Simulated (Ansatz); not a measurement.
# Quasi-harmonic thermodynamics of AlAs (F-43m), part 2 of 3

How much does AlAs expand with temperature?

Measurements to reproduce:
- heat capacity C_P per formula unit 45.8 J/mol/K and bulk modulus 77 GPa near room temperature (given in “High-Throughput Prediction of Finite-Temperature Properties using the Quasi-Harmonic Approximation”, 2016, arXiv:1603.06924)

Ansatz 0.2.0; DFT LDA, scalar-relativistic, plane waves, PAW.

So far. Step 4 (Tight relaxation): The residual pressure is -6.2e-5 GPa, small enough for phonons. Step 5 (A new level, relaxed again): The residual pressure is -6.5e-4 GPa, small enough for phonons. The relaxed cell has a = 5.629 Å (conventional setting).

### 6. Phonons on strained cells, cutoff 550 eV, k-mesh 8×8×8

Thermal expansion follows from how the free energy of the vibrations (and of the electrons in a metal) changes with strain, so the program makes strained cells, their phonons and a fit in one run.

File input.yaml:

```yaml
crystal:
  lattice:
    - [0.0, 2.8145445165, 2.8145445165]
    - [2.8145445165, 0.0, 2.8145445165]
    - [2.8145445165, 2.8145445165, 0.0]
  atoms:
    - { symbol: Al, position: [0.0, 0.0, 0.0] }
    - { symbol: As, position: [0.25, 0.25, 0.25] }
kpoints:
  mp_grid: { grid: [8, 8, 8] }
hamiltonian:
  xc: lda
scf:
  occupations: { method: fixed }
  lower_state_search: "off"
output:
  eigenvalues: true
basis:
  ecutwfc: 550.0
phonons:
  method: dfpt
  qmesh: [4, 4, 4]
  temperatures: { t_max: 800.0, t_step: 50 }
  thermal_expansion: {}
```

Command:

```
$ ansatz run input.yaml --threads 4 --pin off --max-ram 16384MiB --backend cpu --events-out ev --progress --plain --runs-dir out
```

Numbers of over 12 decimals in the logs are rounded to 6 here.

The program printed:

```text
Warning: phonons: the dynamical matrix that this run interpolates holds no multipole term above the dipole-dipole one, and a site of this crystal is no centre of inversion, so its interpolated transverse optical and acoustic branches and sound speeds can stay off near Gamma, and the density of states and the thermodynamics with them. What a run solves at a wave vector of phonons.qpoints, Gamma apart, where the deck admits one, is free of this, and under fd what a larger phonons.supercell samples
[...]
Crystal: 2 atoms, lattice volume = 44.592 Å³
Basis set: ecut = 550 eV, 1291 PW (Γ), exchange–correlation on 64×64×64 points (8 copies of the dense FFT grid, shifted against one another)
Bands: 13, of which v1, the nominal top of the filled ones, is band 9 counted from 1 (8 counted from 0)
Symmetry: 24 space group operations
[...]
k-points: 29 of 512 (time reversal used)
[...]
SCF iter   1: F=—  HF=-5287.492457 eV  |F-HF|=—  |Δ(HF+E_count)|=         —  Δρ=3.98e-3  dr2=3.76e-3  ethr=1.77e-3  ⟨swp⟩=4.9  Hψ=1958  notcnv=0  defer=49
[...]
SCF iter   8: F=-5287.491241 eV  HF=-5287.491241 eV  |F-HF|=5.46e-12  |Δ(HF+E_count)|=  7.28e-12  Δρ=1.68e-7  dr2=6.09e-12  ethr=1.00e-12  ⟨swp⟩=6.9  Hψ=2026  notcnv=0
SCF 1 converged in 8 iterations: F = -5287.491241 eV  dr2 = 6.09e-12
[...]
relax step   1: F+E_penalty+E_count = -5287.49124118 eV  Δ(F+E_penalty+E_count) = +0.000e0 eV  max|allowed force component| = 1.006e-16 eV/Å  Δτ_max = 0.0000 Å  (8 SCF iters, accepted)
SCF converged after 8 iterations
Free energy (F): -5287.491241 eV
[...]
Internal energy: -5287.491241 eV  (E = F + TS)
E sigma→0 (E₀):  -5287.491241 eV
Fermi energy:    6.306021 eV
[...]
--- Stress (GPa, compression-positive) ---
       -0.000652       0.000000      -0.000000
       -0.000000      -0.000652       0.000000
       -0.000000       0.000000      -0.000652
  P = ⅓ Tr σ = -0.0007 GPa (-0.007 kbar)
--- Band table (eV; the first three rows and the last of 29) ---
  k-point 0: bands = [... 5 lower, -5.6979, 6.3060, 6.3060, 6.3060, 8.2875, 10.6022, 10.6022, 10.6022]
  k-point 1: bands = [... 5 lower, -5.5427, 4.8470, 6.1433, 6.1433, 9.0568, 10.8863, 10.8863, 10.9902]
  k-point 2: bands = [... 5 lower, -5.1119, 2.8631, 5.8230, 5.8230, 8.8721, 11.2226, 11.2226, 12.7299]
  k-point 28: bands = [... 5 lower, -3.6657, 1.1725, 3.0529, 3.4213, 10.5669, 11.9650, 11.9913, 12.3128]
── thermal expansion: 3 new cells, 3 in all ──
thermal expansion: relaxation of cell 2
thermal expansion: relaxation of cell 3
── thermal expansion: 2 new cells, 5 in all ──
thermal expansion: relaxation of cell 4
thermal expansion: phonons of cell 4
thermal expansion: relaxation of cell 5
thermal expansion: phonons of cell 5
── thermal expansion: 5 new cells, 10 in all ──
thermal expansion: relaxation of cell 6
thermal expansion: relaxation of cell 7
thermal expansion: relaxation of cell 8
thermal expansion: relaxation of cell 9
thermal expansion: relaxation of cell 10
thermal expansion: phonons of cell 6
thermal expansion: phonons of cell 7
--- Relaxed structure (1 steps of the walk, 1 accepted, 0 SCFs on fresh bases) ---
  F+E_penalty+E_count = -5287.49124118 eV   max|allowed force component| = 1.006e-16 eV/Å
  atoms:
    - { symbol: Al, position: [0.0, 0.0, 0.0] }
    - { symbol: As, position: [0.25, 0.25, 0.25] }
--- Thermal expansion: 10 cells in 3 rounds, 0 GPa ---
  no lower state was looked for at cell 4: scf.lower_state_search: off
  without vibrations: a 3.98036, b 3.98036, c 3.98036 Å, V 44.5914 Å³, B 75.57 GPa
  at 0 K: a 3.98610, b 3.98610, c 3.98610 Å, V 44.7845 Å³, B 74.50 GPa
  zero-point expansion: a +0.144, b +0.144, c +0.144, V +0.433 %
      T/K        a/Å        b/Å        c/Å       V/Å³ | expansion of a, b, c, V (1e-6/K)   | that of V in the mean from 25 °C | C_P, C_V (J/mol K of the cell) | B_T, B_S (GPa)
     0.00    3.98610    3.98610    3.98610    44.7845 |    0.00    0.00    0.00    0.00 |    4.80 |     0.000     0.000 |    74.50    74.50
   100.00    3.98593    3.98593    3.98593    44.7791 |    0.18    0.18    0.18    0.55 |    7.82 |    23.370    23.370 |    74.26    74.26
   200.00    3.98661    3.98661    3.98661    44.8018 |    2.89    2.89    2.89    8.66 |   10.65 |    38.438    38.408 |    73.56    73.62
   298.15    3.98800    3.98800    3.98800    44.8487 |    4.06    4.06    4.06   12.18 |       - |    44.073    43.986 |    72.74    72.89
   350.00    3.98887    3.98887    3.98887    44.8783 |    4.40    4.40    4.40   13.21 |   12.73 |    45.590    45.470 |    72.30    72.49
   450.00    3.99072    3.99072    3.99072    44.9407 |    4.83    4.83    4.83   14.50 |   13.52 |    47.312    47.129 |    71.42    71.70
   550.00    3.99271    3.99271    3.99271    45.0079 |    5.11    5.11    5.11   15.33 |   14.10 |    48.260    48.013 |    70.55    70.91
   650.00    3.99479    3.99479    3.99479    45.0784 |    5.32    5.32    5.32   15.95 |   14.56 |    48.848    48.536 |    69.67    70.12
   750.00    3.99695    3.99695    3.99695    45.1515 |    5.49    5.49    5.49   16.46 |   14.95 |    49.249    48.869 |    68.79    69.33
   800.00    3.99806    3.99806    3.99806    45.1890 |    5.57    5.57    5.57   16.70 |   15.12 |    49.406    48.991 |    68.36    68.93
  the static fit leaves 0.001 meV an atom of the energies and, of the stresses, 0.000 GPa of each cell's largest along a strain (root mean squares over the cells), whose Pulay part it has at -0.007 GPa
  vibrations' free energy: its fit passes through its cells
  the electrons' free energy at temperature is not in it: every band gap is over 0.83 eV
  free energies summed between the sampled wave vectors
  estimated error of the fitted expansion in any direction: up to 0.018e-6/K, at 800 K, with few degrees of freedom (an estimate, not a bound: it was exceeded on models of known expansion)
  by sums over the sampled wave vectors an expansion of the volume parts by up to 0.78e-6/K
  by a static energy of one degree less an expansion of the volume parts by up to 0.00e-6/K
  band gaps on the cells' k-points are 1.272 to 1.375 eV
```

It took 6.6 min on 4 threads of Arm Neoverse V2, shared host; peak memory 1.2 GiB; 25 min of CPU time.

This step gave:

| Quantity | Value |
| --- | --- |
| pressure | -6.52e-4 GPa |
| volume expansion coefficient at 298 K | 12.18 1e-6/K |
| C_P at 298 K | 22.04 J/mol-atom/K |
| entropy at 298 K | 27.43 J/mol-atom/K |
| isothermal bulk modulus at 298 K | 72.74 GPa |
| Grüneisen parameter at 298 K | 0.5442 |
| volume at 298 K | 22.42 Å³/atom |
| principal linear expansion coefficients at 298 K | 4.061, 4.061, 4.061 1e-6/K |

Strained cells of the study; zero-point energy where phonons were solved; the pressures are stresses at a fixed cutoff and can carry an offset from the finite basis. Expansion cells, by row:

```csv
cell,|a| (Å),|b| (Å),|c| (Å),V (Å³/atom),E - E_lowest (meV/atom),"pressure, compression positive (GPa)",gap (eV),zero-point energy (meV/atom)
1,3.98,3.98,3.98,22.3,0.001,-0.008,1.323,-
2,4.012,4.012,4.012,22.84,2.952,-1.724,1.362,-
3,3.949,3.949,3.949,21.77,3.058,1.892,1.282,-
4,3.981,3.981,3.981,22.3,0,-0.024,1.323,43.95
5,4.001,4.001,4.001,22.64,1.2,-1.118,1.348,43.28
6,3.99,3.99,3.99,22.46,0.27,-0.543,1.335,43.64
7,4.009,4.009,4.009,22.77,2.319,-1.536,1.358,43.01
8,3.941,3.941,3.941,21.64,4.744,2.384,1.272,-
9,3.961,3.961,3.961,21.97,1.156,1.142,1.298,-
10,4.023,4.023,4.023,23.01,5.139,-2.241,1.375,-
```

Quasi-harmonic; a, b, c are the run's own cell vectors. Expansion, by row:

```csv
T (K),a (Å),b (Å),c (Å),alpha (deg),beta (deg),gamma (deg),cell volume (Å³/cell),alpha_a (1e-6/K),alpha_b (1e-6/K),alpha_c (1e-6/K),alpha_V (1e-6/K),C_P (J/mol-atom/K),C_V (J/mol-atom/K),S (J/mol-atom/K),B_T (GPa),B_S (GPa),Grueneisen,extrapolation,fit error (1e-6/K)
0,3.986,3.986,3.986,60,60,60,44.78,0,0,0,0,0,0,0,74.5,74.5,-,0,0
50,3.986,3.986,3.986,60,60,60,44.78,-0.81,-0.81,-0.81,-2.43,5.362,5.361,2.591,74.46,74.46,-0.454,0,0
100,3.986,3.986,3.986,60,60,60,44.78,0.18,0.18,0.18,0.55,11.69,11.69,8.339,74.26,74.26,0.047,0,0
150,3.986,3.986,3.986,60,60,60,44.79,1.77,1.77,1.77,5.3,16.33,16.32,14.02,73.94,73.96,0.324,0,0
200,3.987,3.987,3.987,60,60,60,44.8,2.89,2.89,2.89,8.66,19.22,19.2,19.15,73.56,73.62,0.447,0,0.01
250,3.987,3.987,3.987,60,60,60,44.82,3.6,3.6,3.6,10.81,20.97,20.94,23.64,73.15,73.25,0.51,0,0.01
298.1,3.988,3.988,3.988,60,60,60,44.85,4.06,4.06,4.06,12.18,22.04,21.99,27.43,72.74,72.89,0.544,0,0.01
300,3.988,3.988,3.988,60,60,60,44.85,4.08,4.08,4.08,12.23,22.07,22.02,27.57,72.73,72.87,0.545,0,0.01
350,3.989,3.989,3.989,60,60,60,44.88,4.4,4.4,4.4,13.21,22.8,22.73,31.03,72.3,72.49,0.568,0,0.01
400,3.99,3.99,3.99,60,60,60,44.91,4.65,4.65,4.65,13.94,23.3,23.22,34.11,71.86,72.1,0.583,0,0.01
450,3.991,3.991,3.991,60,60,60,44.94,4.83,4.83,4.83,14.5,23.66,23.56,36.87,71.42,71.7,0.595,0,0.02
500,3.992,3.992,3.992,60,60,60,44.97,4.98,4.98,4.98,14.95,23.92,23.82,39.38,70.99,71.31,0.603,0,0.02
550,3.993,3.993,3.993,60,60,60,45.01,5.11,5.11,5.11,15.33,24.13,24.01,41.67,70.55,70.91,0.61,0,0.01
600,3.994,3.994,3.994,60,60,60,45.04,5.22,5.22,5.22,15.65,24.29,24.15,43.78,70.11,70.51,0.616,0,0.01
650,3.995,3.995,3.995,60,60,60,45.08,5.32,5.32,5.32,15.95,24.42,24.27,45.73,69.67,70.12,0.621,0,0.01
700,3.996,3.996,3.996,60,60,60,45.11,5.4,5.4,5.4,16.21,24.53,24.36,47.54,69.23,69.72,0.626,0,0.01
750,3.997,3.997,3.997,60,60,60,45.15,5.49,5.49,5.49,16.46,24.62,24.43,49.24,68.79,69.33,0.63,0,0.01
800,3.998,3.998,3.998,60,60,60,45.19,5.57,5.57,5.57,16.7,24.7,24.5,50.83,68.36,68.93,0.634,0,0.02
```

Table of expansion coefficient by temperature; values in 1e-6/K:

```csv
temperature (K),volume,principal 1
0,0,0
50,-2.43,-0.81
100,0.55,0.18
150,5.3,1.77
200,8.66,2.89
250,10.8,3.6
298,12.2,4.06
300,12.2,4.08
350,13.2,4.4
400,13.9,4.65
450,14.5,4.83
500,14.9,4.98
550,15.3,5.11
600,15.7,5.22
650,15.9,5.32
700,16.2,5.4
750,16.5,5.49
800,16.7,5.57
```

At 298 K the volume expansion is 12.2 × 10⁻⁶/K and B_T is 72.7 GPa.

### 7. The quasi-harmonic study, cutoff 487.2 eV, k-mesh 12×12×12

Thermal expansion follows from how the free energy of the vibrations (and of the electrons in a metal) changes with strain, so the program makes strained cells, their phonons and a fit in one run.

Changes to input.yaml since step 6:

```diff
@@ -9,3 +9,3 @@
 kpoints:
-  mp_grid: { grid: [8, 8, 8] }
+  mp_grid: { grid: [12, 12, 12] }
 hamiltonian:
@@ -17,4 +17,2 @@
   eigenvalues: true
-basis:
-  ecutwfc: 550.0
 phonons:
```

The mesh is denser.

The program printed:

```text
[...]
Crystal: 2 atoms, lattice volume = 44.592 Å³
Basis set: ecut = 487.2 eV, 1067 PW (Γ), exchange–correlation on 60×60×60 points (8 copies of the dense FFT grid, shifted against one another)
Bands: 13, of which v1, the nominal top of the filled ones, is band 9 counted from 1 (8 counted from 0)
Symmetry: 24 space group operations
[...]
k-points: 72 of 1728 (time reversal used)
[...]
SCF iter   1: F=—  HF=-5287.493927 eV  |F-HF|=—  |Δ(HF+E_count)|=         —  Δρ=4.01e-3  dr2=3.87e-3  ethr=1.77e-3  ⟨swp⟩=4.9  Hψ=4872  notcnv=0  defer=130
[...]
SCF iter   8: F=-5287.492674 eV  HF=-5287.492674 eV  |F-HF|=3.64e-12  |Δ(HF+E_count)|=  4.09e-11  Δρ=1.31e-7  dr2=3.81e-12  ethr=1.00e-12  ⟨swp⟩=7.5  Hψ=5202  notcnv=0
SCF 1 converged in 8 iterations: F = -5287.492674 eV  dr2 = 3.81e-12
[...]
relax step   1: F+E_penalty+E_count = -5287.49267397 eV  Δ(F+E_penalty+E_count) = +0.000e0 eV  max|allowed force component| = 1.070e-16 eV/Å  Δτ_max = 0.0000 Å  (8 SCF iters, accepted)
SCF converged after 8 iterations
Free energy (F): -5287.492674 eV
[...]
Internal energy: -5287.492674 eV  (E = F + TS)
E sigma→0 (E₀):  -5287.492674 eV
Fermi energy:    6.304828 eV
[...]
--- Stress (GPa, compression-positive) ---
        0.001544       0.000000      -0.000000
        0.000000       0.001544       0.000000
        0.000000       0.000000       0.001544
  P = ⅓ Tr σ = 0.0015 GPa (0.015 kbar)
--- Band table (eV; the first three rows and the last of 72) ---
  k-point 0: bands = [... 5 lower, -5.6990, 6.3048, 6.3048, 6.3048, 8.2869, 10.6021, 10.6021, 10.6021]
  k-point 1: bands = [... 5 lower, -5.6294, 5.5019, 6.2276, 6.2276, 8.8312, 10.7089, 10.7407, 10.7407]
  k-point 2: bands = [... 5 lower, -5.4269, 4.1675, 6.0394, 6.0394, 9.0859, 11.0404, 11.0404, 11.4808]
  k-point 71: bands = [... 5 lower, -3.6672, 1.1721, 3.0522, 3.4207, 10.5665, 11.9645, 11.9913, 12.3126]
── thermal expansion: 3 new cells, 3 in all ──
thermal expansion: relaxation of cell 2
thermal expansion: relaxation of cell 3
── thermal expansion: 2 new cells, 5 in all ──
thermal expansion: relaxation of cell 4
thermal expansion: phonons of cell 4
thermal expansion: relaxation of cell 5
thermal expansion: phonons of cell 5
── thermal expansion: 5 new cells, 10 in all ──
thermal expansion: relaxation of cell 6
thermal expansion: relaxation of cell 7
thermal expansion: relaxation of cell 8
thermal expansion: relaxation of cell 9
thermal expansion: relaxation of cell 10
thermal expansion: phonons of cell 6
thermal expansion: phonons of cell 7
--- Relaxed structure (1 steps of the walk, 1 accepted, 0 SCFs on fresh bases) ---
  F+E_penalty+E_count = -5287.49267397 eV   max|allowed force component| = 1.070e-16 eV/Å
  atoms:
    - { symbol: Al, position: [0.0, 0.0, 0.0] }
    - { symbol: As, position: [0.25, 0.25, 0.25] }
--- Thermal expansion: 10 cells in 3 rounds, 0 GPa ---
  no lower state was looked for at cell 4: scf.lower_state_search: off
  without vibrations: a 3.98039, b 3.98039, c 3.98039 Å, V 44.5926 Å³, B 75.50 GPa
  at 0 K: a 3.98614, b 3.98614, c 3.98614 Å, V 44.7861 Å³, B 74.43 GPa
  zero-point expansion: a +0.144, b +0.144, c +0.144, V +0.434 %
[...]
0.00    3.98614    3.98614    3.98614    44.7861 |    0.00    0.00    0.00    0.00 |    4.82 |     0.000     0.000 |    74.43    74.43
   100.00    3.98598    3.98598    3.98598    44.7807 |    0.19    0.19    0.19    0.57 |    7.85 |    23.375    23.375 |    74.19    74.19
   200.00    3.98666    3.98666    3.98666    44.8035 |    2.90    2.90    2.90    8.69 |   10.69 |    38.441    38.411 |    73.49    73.55
   298.15    3.98805    3.98805    3.98805    44.8505 |    4.07    4.07    4.07   12.22 |       - |    44.076    43.989 |    72.67    72.81
   350.00    3.98893    3.98893    3.98893    44.8802 |    4.42    4.42    4.42   13.25 |   12.77 |    45.592    45.472 |    72.22    72.41
   450.00    3.99079    3.99079    3.99079    44.9428 |    4.85    4.85    4.85   14.54 |   13.56 |    47.314    47.130 |    71.35    71.63
   550.00    3.99278    3.99278    3.99278    45.0102 |    5.12    5.12    5.12   15.37 |   14.14 |    48.262    48.014 |    70.47    70.84
   650.00    3.99487    3.99487    3.99487    45.0809 |    5.33    5.33    5.33   15.99 |   14.60 |    48.850    48.536 |    69.59    70.04
   750.00    3.99703    3.99703    3.99703    45.1542 |    5.50    5.50    5.50   16.51 |   14.99 |    49.251    48.869 |    68.71    69.25
   800.00    3.99814    3.99814    3.99814    45.1918 |    5.58    5.58    5.58   16.74 |   15.16 |    49.408    48.992 |    68.28    68.86
[...]
vibrations' free energy: its fit passes through its cells
  the electrons' free energy at temperature is not in it: every band gap is over 0.83 eV
  free energies summed between the sampled wave vectors
[...]
band gaps on the cells' k-points are 1.273 to 1.376 eV
```

It took 16 min on 4 threads; peak memory 2.9 GiB.

This step gave:

```
pressure                                         : 0.001544 GPa
gap on the k-mesh                                : 1.324 eV
volume expansion coefficient at 298 K            : 12.22 1e-6/K
entropy at 298 K                                 : 27.44 J/mol-atom/K
isothermal bulk modulus at 298 K                 : 72.67 GPa
Grüneisen parameter at 298 K                     : 0.5453
volume at 298 K                                  : 22.43 Å³/atom
principal linear expansion coefficients at 298 K : 4.073, 4.073, 4.073 1e-6/K
```

Strained cells of the study; zero-point energy where phonons were solved; the pressures are stresses at a fixed cutoff and can carry an offset from the finite basis. Expansion cells, by row:

```csv
cell,|a| (Å),|b| (Å),|c| (Å),V (Å³/atom),E - E_lowest (meV/atom),"pressure, compression positive (GPa)",gap (eV),zero-point energy (meV/atom)
1,3.98,3.98,3.98,22.3,0,-0.006,1.324,-
2,4.012,4.012,4.012,22.84,2.943,-1.721,1.363,-
3,3.949,3.949,3.949,21.77,3.061,1.893,1.283,-
4,3.981,3.981,3.981,22.3,0,-0.024,1.325,43.95
5,4.001,4.001,4.001,22.64,1.196,-1.117,1.349,43.27
6,3.99,3.99,3.99,22.46,0.271,-0.542,1.336,43.63
7,4.009,4.009,4.009,22.77,2.315,-1.534,1.359,43
8,3.941,3.941,3.941,21.64,4.742,2.382,1.273,-
9,3.961,3.961,3.961,21.97,1.155,1.141,1.299,-
10,4.023,4.023,4.023,23.01,5.133,-2.239,1.376,-
```

Quasi-harmonic; a, b, c are the run's own cell vectors. Expansion, by row:

```csv
T (K),a (Å),b (Å),c (Å),alpha (deg),beta (deg),gamma (deg),cell volume (Å³/cell),alpha_a (1e-6/K),alpha_b (1e-6/K),alpha_c (1e-6/K),alpha_V (1e-6/K),C_P (J/mol-atom/K),C_V (J/mol-atom/K),S (J/mol-atom/K),B_T (GPa),B_S (GPa),Grueneisen,extrapolation,fit error (1e-6/K)
0,3.986,3.986,3.986,60,60,60,44.79,0,0,0,0,0,0,0,74.43,74.43,-,0,0
50,3.986,3.986,3.986,60,60,60,44.78,-0.81,-0.81,-0.81,-2.42,5.364,5.364,2.591,74.38,74.39,-0.453,0,0
100,3.986,3.986,3.986,60,60,60,44.78,0.19,0.19,0.19,0.57,11.69,11.69,8.341,74.19,74.19,0.049,0,0
150,3.986,3.986,3.986,60,60,60,44.79,1.78,1.78,1.78,5.33,16.33,16.33,14.02,73.87,73.89,0.325,0,0
200,3.987,3.987,3.987,60,60,60,44.8,2.9,2.9,2.9,8.69,19.22,19.21,19.15,73.49,73.55,0.449,0,0.01
250,3.987,3.987,3.987,60,60,60,44.83,3.61,3.61,3.61,10.84,20.97,20.94,23.64,73.08,73.18,0.511,0,0.01
298.1,3.988,3.988,3.988,60,60,60,44.85,4.07,4.07,4.07,12.22,22.04,21.99,27.44,72.67,72.81,0.545,0,0.01
300,3.988,3.988,3.988,60,60,60,44.85,4.09,4.09,4.09,12.26,22.07,22.03,27.57,72.65,72.8,0.546,0,0.01
350,3.989,3.989,3.989,60,60,60,44.88,4.42,4.42,4.42,13.25,22.8,22.74,31.03,72.22,72.41,0.569,0,0.01
400,3.99,3.99,3.99,60,60,60,44.91,4.66,4.66,4.66,13.98,23.3,23.22,34.11,71.79,72.02,0.584,0,0.01
450,3.991,3.991,3.991,60,60,60,44.94,4.85,4.85,4.85,14.54,23.66,23.57,36.88,71.35,71.63,0.596,0,0.02
500,3.992,3.992,3.992,60,60,60,44.98,5,5,5,14.99,23.93,23.82,39.38,70.91,71.23,0.604,0,0.02
550,3.993,3.993,3.993,60,60,60,45.01,5.12,5.12,5.12,15.37,24.13,24.01,41.67,70.47,70.84,0.611,0,0.01
600,3.994,3.994,3.994,60,60,60,45.05,5.23,5.23,5.23,15.7,24.29,24.15,43.78,70.03,70.44,0.617,0,0.01
650,3.995,3.995,3.995,60,60,60,45.08,5.33,5.33,5.33,15.99,24.43,24.27,45.73,69.59,70.04,0.622,0,0.01
700,3.996,3.996,3.996,60,60,60,45.12,5.42,5.42,5.42,16.26,24.53,24.36,47.55,69.15,69.65,0.627,0,0.01
750,3.997,3.997,3.997,60,60,60,45.15,5.5,5.5,5.5,16.51,24.62,24.43,49.24,68.71,69.25,0.631,0,0.01
800,3.998,3.998,3.998,60,60,60,45.19,5.58,5.58,5.58,16.74,24.7,24.5,50.83,68.28,68.86,0.635,0,0.02
```

The expansion coefficient by temperature; values in 1e-6/K:

```csv
temperature (K),volume,principal 1
0,0,0
50,-2.42,-0.81
100,0.57,0.19
150,5.33,1.78
200,8.69,2.9
250,10.8,3.61
298,12.2,4.07
300,12.3,4.09
350,13.2,4.42
400,14.0,4.66
450,14.5,4.85
500,15.0,5
550,15.4,5.12
600,15.7,5.23
650,16.0,5.33
700,16.3,5.42
750,16.5,5.5
800,16.7,5.58
```

Changing the k-mesh (8×8×8 → 12×12×12) and the cutoff (550 → 487.2 eV) takes the volume expansion at 298 K from 12.2 to 12.2 × 10⁻⁶/K and B_T from 72.7 to 72.7 GPa.

(Part 2 of 3 ends here.)

[Logs are printed without paths, hosts, clocks, repeated set-up lines and the standing remarks that a program may print on its own settings, such as how far it seeks lower states.]

[Hosts, paths, dates, database ids (printed as entryN), source tags and the programs' standing remarks are cut or masked in the printed files.]

[A step with changed settings may run another functional than the one named; its input shows which.]
